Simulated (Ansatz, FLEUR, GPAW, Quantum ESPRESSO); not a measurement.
## Te2Mo: band gap by level of theory

```yaml
crystal:
  lattice:
    - [3.51820, 0.00000, 0.00000]
    - [-1.75910, 3.04685, 0.00000]
    - [0.00000, 0.00000, 13.97360]
  atoms:
    - { symbol: Te, position: [0.66667, 0.33333, 0.37900] }
    - { symbol: Te, position: [0.33333, 0.66667, 0.87900] }
    - { symbol: Te, position: [0.66667, 0.33333, 0.12100] }
    - { symbol: Te, position: [0.33333, 0.66667, 0.62100] }
    - { symbol: Mo, position: [0.66667, 0.33333, 0.75000] }
    - { symbol: Mo, position: [0.33333, 0.66667, 0.25000] }
```

| rung | level | program and potentials | cutoff (eV) | k mesh | task | core time | chip | band gap (eV) | miss (eV) | notes |
| --- | --- | --- | --- | --- | --- | --- | --- | --- | --- | --- |
| GGA | PBE | Ansatz, all-electron LAPW, scalar-relativistic | - | 9 × 9 × 2 | band structure | 3.3 min | AMD EPYC 7R43 Zen 3 | 0.71 | -0.17 | from the band path |
| LDA | LDA | Ansatz, all-electron LAPW, scalar-relativistic | - | 9 × 9 × 2 | band structure | 3.6 min | AMD EPYC 7R43 Zen 3 | 0.68 | -0.20 | from the band path |
| GGA | PBEsol | Ansatz, all-electron LAPW, scalar-relativistic | - | 9 × 9 × 2 | band structure | 3.7 min | AMD EPYC 7R43 Zen 3 | 0.68 | -0.20 | from the band path |
| GGA | PBEsol | Quantum ESPRESSO, GBRV 1.5 PBEsol | 612 | 9 × 9 × 2 | band structure | 6.3 min | Arm Neoverse V1 | (a) | ? | from the band path |
| model potential | TB-mBJ | GPAW, GPAW PAW data sets for LDA (gpaw-data 1.2.1) | 600 | 6 × 6 × 2 | single point | 8.7 min | AMD EPYC 7R43 Zen 3 | 0.92 | +0.04 | potentials made for LDA; mesh may miss the edge |
| meta-GGA | r2SCAN | GPAW, GPAW PAW data sets (gpaw-data 1.2.1) | 600 | 6 × 6 × 2 | band structure | 14 min | Arm Neoverse V2 | 0.82 | -0.06 | potentials made for PBE; from the band path |
| LDA | LDA | FLEUR, all-electron, FLAPW | - | 9 × 9 × 2 | band structure | 18 min | Arm Neoverse V1 | 0.71 | -0.17 | from the band path |

Times are single runs on shared hosts and different chips, so they are rough; meshes, cutoffs and the tasks' sizes weigh on the time. All rows: no spin polarisation. Gaps are the least found on the k mesh or the band path, and a mesh can miss the band edges. The cell comes from a database and isn't always the measured one. Meshes differ between rows, which moves values too. All levels ran on this one cell, unrelaxed unless noted. Meshes are those of the run's cell of 6 atoms unless a note names another. Misses use the values as printed. Runs on faulty files, with rough fits or with known faults for this quantity aren't shown. No row holds spin-orbit coupling.

Measured: 0.88 eV at 300 K (arxiv:1407.1219). The runs are for a static lattice.

Estimate the value left out from the other rows.

(a) 0.65 eV, miss -0.23.
